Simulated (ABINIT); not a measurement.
# InSe (R3m) in ABINIT: band structure with TB-mBJ

Aim: the band structure of InSe with TB-mBJ.

Program: ABINIT 10.8.3 (patched build). These are calculated values, not measurements. Logs are shortened: lines on timing, memory, paths and dates and some standing lists are left out, and cuts for length are marked. The log counts tension as positive stress, the text compression.

**The experiment to reproduce.**

From “The Interaction of Hydrogen with the van der Waals Crystal γ-InSe”, 2020, pmc:7321205, for a bulk crystal of InSe at 300 K: band gap 1.25 eV.

How close the calculation comes is told below.

### Step 1. The structure

It takes space group R3m (No. 160, trigonal). Conventional cell: a = 4.000 Å, b = 4.000 Å, c = 25.320 Å, α = 90.00°, β = 90.00°, γ = 120.00°. In (site symmetry 3m) is surrounded by 3 Se at 2.63 Å and 1 In at 2.82 Å. In (site symmetry 3m) has 3 Se at 2.64 Å and 1 In at 2.82 Å as nearest neighbours. Se (site symmetry 3m) is surrounded by 3 In at 2.63 Å. Around Se (site symmetry 3m) lie 3 In at 2.64 Å.

### Step 2. Band structure, TB-mBJ

File run.abi:

```
ndtset 2

pp_dirpath "./"
pseudos "In.LDA_PW-JTH.xml, Se.LDA_PW-JTH.xml"

acell 16.5355823142 16.5355823142 16.5355823142
rprim
     0.2285648112     0.1319619553     0.9645435031
    -0.2285648112     0.1319619553     0.9645435031
     0.0000000000    -0.2639239105     0.9645435031
ntypat 2
znucl 49 34
natom 4
typat 1 1 2 2
xred
     0.8886000000     0.8886000000     0.8886000000
     0.0000000000     0.0000000000     0.0000000000
     0.1719000000     0.1719000000     0.1719000000
     0.3835000000     0.3835000000     0.3835000000

ecut 26.0
pawecutdg 48.0

ixc -208012
usekden 1
pawxcdev 0

occopt 3
tsmear 0.00183747

nstep 100
diemix 0.3
optforces 0
optstress 0

iomode 3
prtwf 0
prteig 0
prtebands 0
prtden1 1
prtkden1 1

kptopt1 1
ngkpt1 6 6 6
nshiftk1 1
shiftk1 0.0 0.0 0.0
nband1 23
tolvrs1 1.0e-7

iscf2 -2
getden2 1
getkden2 1
nband2 29
nbdbuf2 4
tolwfr2 1.0e-11
kptopt2 -2
ndivsm2 8
prteig2 1
prtvol2 -3
kptbounds2
     0.0000000000     0.0000000000     0.0000000000
     0.5000000000     0.0000000000     0.0000000000
     0.5000000000     0.1791451724    -0.1791451724
```

Potentials or basis: JTH PAW LDA v2.0.

Run with:

```console
mpirun --bind-to none -np 4 abinit run.abi > log 2>&1
```

run.abo:

```text
.Version 10.8.3 of ABINIT
 DATASET    1 : space group R3 m (#160); Bravais hR (rhombohedral)
================================================================================
 Values of the parameters that define the memory need for DATASET  1.
     intxc =       0    ionmov =       0      iscf =       7    lmnmax =      18
     lnmax =       6     mgfft =      80  mpssoang =       3    mqgrid =    3001
     natom =       4  nloc_mem =       2    nspden =       1   nspinor =       1
    nsppol =       1      nsym =       6    n1xccc =       1    ntypat =       2
    occopt =       3   xclevel =       2
       mpw =        5018          nfft =      512000          nkpt =          32
Pmy_natom=         1
 PAW method is used; the additional fine FFT grid is defined by:
   mgfftf=       108    nfftf =   1259712
================================================================================
================================================================================

 DATASET    2 : space group R3 m (#160); Bravais hR (rhombohedral)
================================================================================
 Values of the parameters that define the memory need for DATASET  2.
     intxc =       0    ionmov =       0      iscf =      -2    lmnmax =      18
     lnmax =       6     mgfft =      80  mpssoang =       3    mqgrid =    3001
     natom =       4  nloc_mem =       2    nspden =       1   nspinor =       1
    nsppol =       1      nsym =       6    n1xccc =       1    ntypat =       2
    occopt =       3   xclevel =       2
       mpw =        5018          nfft =      512000          nkpt =          22
Pmy_natom=         1
 PAW method is used; the additional fine FFT grid is defined by:
   mgfftf=       108    nfftf =   1259712
================================================================================
================================================================================

--------------------------------------------------------------------------------
------------- Echo of variables that govern the present computation ------------
--------------------------------------------------------------------------------
 -outvars: echo values of preprocessed input variables --------
            acell      1.6535582314E+01  1.6535582314E+01  1.6535582314E+01 Bohr
              amu      1.14820000E+02  7.89600000E+01
           diemix      3.00000000E-01
             ecut      2.60000000E+01 Hartree
           getden1          0
           getden2          1
          getkden1          0
          getkden2          1
             iscf1          7
             iscf2         -2
              ixc     -208012
           jdtset        1    2
           kptopt1          1
           kptopt2         -2
         kptrlatt        6    0    0      0    6    0      0    0    6
          kptrlen1     4.53534270E+01
          kptrlen2     3.00000000E+01
            natom           4
            nband1         23
            nband2         29
           nbdbuf1          0
           nbdbuf2          4
           ndtset           2
           ndivsm1          0
           ndivsm2          8
            ngfft          80      80      80
          ngfftdg         108     108     108
             nkpt1         32
             nkpt2         22
            nstep         100
             nsym           6
           ntypat           2
           occopt           3
        optforces           0
        optstress           0
        pawecutdg      4.80000000E+01 Hartree
         pawxcdev           0
        prtebands           0
           prteig1          0
           prteig2          1
          prtkden           1
           prtvol1          0
           prtvol2         -3
            prtwf           0
            rprim      2.2856481120E-01  1.3196195530E-01  9.6454350310E-01
                      -2.2856481120E-01  1.3196195530E-01  9.6454350310E-01
                       0.0000000000E+00 -2.6392391050E-01  9.6454350310E-01
           shiftk1     0.00000000E+00  0.00000000E+00  0.00000000E+00
           shiftk2     5.00000000E-01  5.00000000E-01  5.00000000E-01
          spgroup         160
           tolvrs1     1.00000000E-07
           tolvrs2     0.00000000E+00
           tolwfr1     0.00000000E+00
           tolwfr2     1.00000000E-11
           tsmear      1.83747000E-03 Hartree
            typat      1  1  2  2
          usekden           1
           useylm           1
           xangst     -2.2728615750E-17  7.7754718341E-10  2.2499351984E+01
                       0.0000000000E+00  0.0000000000E+00  0.0000000000E+00
[... 264 lines left out ...]
 Non-SCF case, kpt    1 (  0.00000  0.00000  0.00000), residuals and eigenvalues=
  2.53E-12  1.83E-12  3.37E-12  2.20E-12  3.50E-12  4.24E-12  2.74E-12  6.13E-12
  4.21E-12  2.21E-12  5.54E-12  8.40E-12  3.28E-12  3.36E-12  5.38E-12  6.79E-12
  2.51E-12  4.16E-12  9.94E-12  2.67E-12  3.70E-12  2.99E-12  4.92E-12  2.63E-12
  9.29E-12  3.33E-12  2.24E-06  5.43E-06  4.47E-05
 -4.6518E-01 -4.5979E-01 -4.5979E-01 -4.5717E-01 -4.5717E-01 -4.5570E-01
 -4.5570E-01 -4.4982E-01 -4.4982E-01 -4.4830E-01 -4.0397E-01 -3.9113E-01
 -1.2674E-01 -2.3974E-02  4.2259E-02  4.2259E-02  4.5304E-02  4.5457E-02
  4.5457E-02  1.7269E-01  1.9683E-01  2.6976E-01  2.6976E-01  3.0259E-01
  3.1192E-01  3.1192E-01  3.9620E-01  4.3806E-01  4.4915E-01
 Non-SCF case, kpt    2 (  0.03846  0.00000  0.00000), residuals and eigenvalues=
[... 195 lines left out ...]
 -4.5461E-01 -4.5099E-01 -4.5077E-01 -4.4371E-01 -3.5349E-01 -3.5103E-01
 -1.2689E-01 -1.0129E-01 -4.6779E-02 -3.8104E-02 -1.5461E-03  1.5029E-02
  3.4975E-02  1.8032E-01  1.9788E-01  2.3151E-01  2.7527E-01  3.1980E-01
  3.6321E-01  3.6569E-01  4.0652E-01  4.1372E-01  4.2929E-01
 Non-SCF case, kpt   22 (  0.50000  0.17915 -0.17915), residuals and eigenvalues=
  7.49E-12  5.14E-12  8.88E-12  3.29E-12  7.57E-12  6.84E-12  8.27E-12  6.73E-12
  2.67E-12  3.02E-12  4.36E-12  8.27E-12  5.92E-12  1.47E-12  3.99E-12  5.19E-12
  4.41E-12  7.58E-12  8.18E-12  8.66E-12  3.17E-12  8.31E-12  6.83E-12  2.96E-12
  9.23E-12  6.22E-12  7.11E-09  6.50E-08  5.30E-05
 -4.7013E-01 -4.6708E-01 -4.6295E-01 -4.5998E-01 -4.5564E-01 -4.5503E-01
 -4.5461E-01 -4.5101E-01 -4.5075E-01 -4.4371E-01 -3.5311E-01 -3.5151E-01
 -1.2697E-01 -1.0136E-01 -4.7552E-02 -3.6789E-02  2.8755E-03  1.2303E-02
  3.2526E-02  1.7750E-01  1.9927E-01  2.3531E-01  2.7646E-01  3.1960E-01
  3.5514E-01  3.7493E-01  3.9533E-01  4.1412E-01  4.4104E-01

Result for kinetic energy density :

--------------------------------------------------------------------------------
 Total kinetic energy density [Ha/Bohr^3]
)     Maximum=    1.1074E+00  at reduced coord.    0.8426    0.8426    0.9907
)     Minimum=    3.6965E-04  at reduced coord.    0.7778    0.7685    0.7685
   Integrated=    3.4968E+01
--------------------------------------------------------------------------------

--- !ResultsGS
iteration_state: {dtset: 2, }
comment   : Summary of ground state results
lattice_vectors:
- [  3.7794522,   2.1820678,  15.9492885, ]
- [ -3.7794522,   2.1820678,  15.9492885, ]
- [  0.0000000,  -4.3641355,  15.9492885, ]
lattice_lengths: [  16.53558,   16.53558,   16.53558, ]
lattice_angles: [ 26.425,  26.425,  26.425, ] # degrees, (23, 13, 12)
lattice_volume:   7.8920470E+02
convergence: {deltae:  0.000E+00, res2:  0.000E+00, residm:  9.967E-12, diffor:  0.000E+00, }
etotal    :  -1.07025261E+02
entropy   :   0.00000000E+00
fermie    :   1.14609521E-01
cartesian_stress_tensor: null
pressure_GPa: null
xred      :
- [  8.8860E-01,   8.8860E-01,   8.8860E-01, In]
- [  0.0000E+00,   0.0000E+00,   0.0000E+00, In]
- [  1.7190E-01,   1.7190E-01,   1.7190E-01, Se]
- [  3.8350E-01,   3.8350E-01,   3.8350E-01, Se]
cartesian_forces: null
force_length_stats: {min: null, max: null, mean: null, }
...

 Integrated electronic density in atomic spheres:
 ------------------------------------------------
 Atom  Sphere_radius  Integrated_density
    1        2.50645         11.13793390
    2        2.50645         11.13494359
    3        2.21132          4.01864323
    4        2.21132          4.01724880

================================================================================

 ----iterations are completed or convergence reached----

 Mean square residual over all n,k,spin=   50.680E-13; max=  99.674E-13
 reduced coordinates (array xred) for    4 atoms
       0.888600000000      0.888600000000      0.888600000000
       0.000000000000      0.000000000000      0.000000000000
       0.171900000000      0.171900000000      0.171900000000
       0.383500000000      0.383500000000      0.383500000000

 cartesian coordinates (angstrom) at end:
    1     -0.00000000000000     0.00000000077755    22.49935198374217
    2      0.00000000000000     0.00000000000000     0.00000000000000
    3      0.00000000000000     0.00000000015042     4.35250799685492
    4     -0.00000000000000     0.00000000033557     9.71021999298349
 length scales= 16.535582314200 16.535582314200 16.535582314200 bohr
              =  8.750253323749  8.750253323749  8.750253323749 angstroms
 Eigenvalues (hartree) for nkpt=  22  k points:
 kpt#   1, nband= 29, wtk=  1.00000, kpt=  0.0000  0.0000  0.0000 (reduced coord)
  -0.46518   -0.45979   -0.45979   -0.45717   -0.45717   -0.45570   -0.45570   -0.44982
  -0.44982   -0.44830   -0.40397   -0.39113   -0.12674   -0.02397    0.04226    0.04226
   0.04530    0.04546    0.04546    0.17269    0.19683    0.26976    0.26976    0.30259
   0.31192    0.31192    0.39620    0.43806    0.44915
 kpt#   2, nband= 29, wtk=  1.00000, kpt=  0.0385  0.0000  0.0000 (reduced coord)
  -0.46519   -0.45996   -0.45978   -0.45736   -0.45713   -0.45572   -0.45569   -0.44997
  -0.44982   -0.44809   -0.40340   -0.39064   -0.12634   -0.02488    0.03826    0.04076
   0.04157    0.04489    0.04982    0.17421    0.19989    0.26647    0.27035    0.30292
   0.31026    0.31327    0.39698    0.42805    0.43705
 kpt#   3, nband= 29, wtk=  1.00000, kpt=  0.0769  0.0000  0.0000 (reduced coord)
  -0.46521   -0.46043   -0.45973   -0.45790   -0.45702   -0.45575   -0.45563   -0.45027
  -0.44983   -0.44764   -0.40173   -0.38918   -0.12518   -0.02769    0.02818    0.03662
   0.03960    0.04323    0.05282    0.17811    0.20793    0.25817    0.27202    0.30063
   0.30945    0.31715    0.39285    0.42302    0.43509
 kpt#   4, nband= 29, wtk=  1.00000, kpt=  0.1154  0.0000  0.0000 (reduced coord)
  -0.46528   -0.46112   -0.45966   -0.45873   -0.45684   -0.45582   -0.45553   -0.45057
[... 79 lines left out ...]
  -0.47016   -0.46700   -0.46296   -0.45993   -0.45575   -0.45502   -0.45452   -0.45114
  -0.45062   -0.44373   -0.35446   -0.35119   -0.12734   -0.10134   -0.04286   -0.03635
  -0.00613    0.01674    0.03715    0.18460    0.19573    0.22989    0.27502    0.31274
   0.34958    0.36918    0.41064    0.41508    0.42572
 kpt#  21, nband= 29, wtk=  1.00000, kpt=  0.5000  0.1568 -0.1568 (reduced coord)
  -0.47016   -0.46707   -0.46295   -0.45998   -0.45564   -0.45503   -0.45461   -0.45099
  -0.45077   -0.44371   -0.35349   -0.35103   -0.12689   -0.10129   -0.04678   -0.03810
  -0.00155    0.01503    0.03497    0.18032    0.19788    0.23151    0.27527    0.31980
   0.36321    0.36569    0.40652    0.41372    0.42929
 kpt#  22, nband= 29, wtk=  1.00000, kpt=  0.5000  0.1791 -0.1791 (reduced coord)
  -0.47013   -0.46708   -0.46295   -0.45998   -0.45564   -0.45503   -0.45461   -0.45101
  -0.45075   -0.44371   -0.35311   -0.35151   -0.12697   -0.10136   -0.04755   -0.03679
   0.00288    0.01230    0.03253    0.17750    0.19927    0.23531    0.27646    0.31960
   0.35514    0.37493    0.39533    0.41412    0.44104

== END DATASET(S) ==============================================================
================================================================================

 -outvars: echo values of variables after computation  --------
            acell      1.6535582314E+01  1.6535582314E+01  1.6535582314E+01 Bohr
           etotal1    -1.0702526108E+02
            fcart1     9.9999999999E+99  9.9999999999E+99  9.9999999999E+99
                       9.9999999999E+99  9.9999999999E+99  9.9999999999E+99
                       9.9999999999E+99  9.9999999999E+99  9.9999999999E+99
                       9.9999999999E+99  9.9999999999E+99  9.9999999999E+99
            rprim      2.2856481120E-01  1.3196195530E-01  9.6454350310E-01
                      -2.2856481120E-01  1.3196195530E-01  9.6454350310E-01
                       0.0000000000E+00 -2.6392391050E-01  9.6454350310E-01
           strten1     9.9999999999E+99  9.9999999999E+99  9.9999999999E+99
                       9.9999999999E+99  9.9999999999E+99  9.9999999999E+99
           xangst     -2.2728615750E-17  7.7754718341E-10  2.2499351984E+01
                       0.0000000000E+00  0.0000000000E+00  0.0000000000E+00
                       2.6997760039E-17  1.5041677894E-10  4.3525079969E+00
                      -1.5492483378E-16  3.3557200399E-10  9.7102199930E+00
             xred      8.8860000000E-01  8.8860000000E-01  8.8860000000E-01
                       0.0000000000E+00  0.0000000000E+00  0.0000000000E+00
                       1.7190000000E-01  1.7190000000E-01  1.7190000000E-01
                       3.8350000000E-01  3.8350000000E-01  3.8350000000E-01
 Calculation completed.
```

It took 24 min on 4 MPI ranks of Arm Neoverse V2, shared host; peak memory 3 GiB.

What came out:

```
Band gap on the k mesh                                : 1.18 eV, direct
Band gap along the path                               : 2.73 eV, indirect (least direct gap 3.27 eV)
Valence electrons inside the program's atomic spheres : In 11.14, 11.13; Se 4.02
```

Levels at the corners of the path, in eV from the valence-band top:
```tsv
point	band 15	band 16	band 17	band 18	band 19	band 20	band 21	band 22	band 23	band 24
Γ	-0.46	-0.46	-0.37	-0.37	-0.37	3.09	3.75	5.74	5.74	6.63
L	-2.37	-1.42	-1.35	-1.33	-0.63	2.73	3.38	5.16	5.40	6.10
B1	-2.90	-2.61	-1.53	-1.27	-0.72	3.22	3.82	4.80	5.92	7.09
```

Caveat: the constant c of TB-mBJ comes from the pseudo density here, which moves gaps by up to 0.3 eV between sets of potentials; the PAW data sets were made with another functional, which shifts forces and pressure a little; spin-orbit coupling is left out, which moves the levels of the heavy elements.

### Step 3. How close it comes

Step 2. Against the measured gap of InSe, 1.25 eV (300 K; “The Interaction of Hydrogen with the van der Waals Crystal γ-InSe”, 2020, pmc:7321205), the calculated 1.18 eV is off by -0.07 eV. Spin-orbit coupling on In, Se is left out. The value is that of TB-mBJ on a finite k mesh, which can miss the band edges, without temperature or zero-point motion.
